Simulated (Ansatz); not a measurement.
KBr:

```
Br K
1.0
     0.00000    3.30000    3.30000
     3.30000    0.00000    3.30000
     3.30000    3.30000    0.00000
Br K
1 1
Direct
  0.50000 0.50000 0.50000
  0.00000 0.00000 0.00000
```

Program: Ansatz 0.2.0. Alike in all runs: potentials or basis Ansatz PAW; cell as given. Hardware: 2 threads of Intel(R) Xeon(R) 6975P-C (Granite Rapids), with other jobs on the host.

Order these runs on this cell by their wall time, lowest first.
A. task band structure; level PBEsol; spin SOC, no magnetisation; k mesh 5 × 5 × 5; cutoff (eV) 420; smearing fermi-dirac 0.05 eV; points for each segment of the path 14
B. task single point; level PBE; spin off; k mesh 7 × 7 × 7; cutoff (eV) 420; smearing gaussian 0.024 eV
C. task band structure; level RPBE; spin off; k mesh 7 × 7 × 7; cutoff (eV) 420; smearing fermi-dirac 0.05 eV; points for each segment of the path 14
D. task band structure; level r2SCAN; spin off; k mesh 7 × 7 × 7; cutoff (eV) 500; smearing fermi-dirac 0.05 eV; points for each segment of the path 14

B (0.52 s), C (1.1 s), D (2.9 s), A (8.8 s).
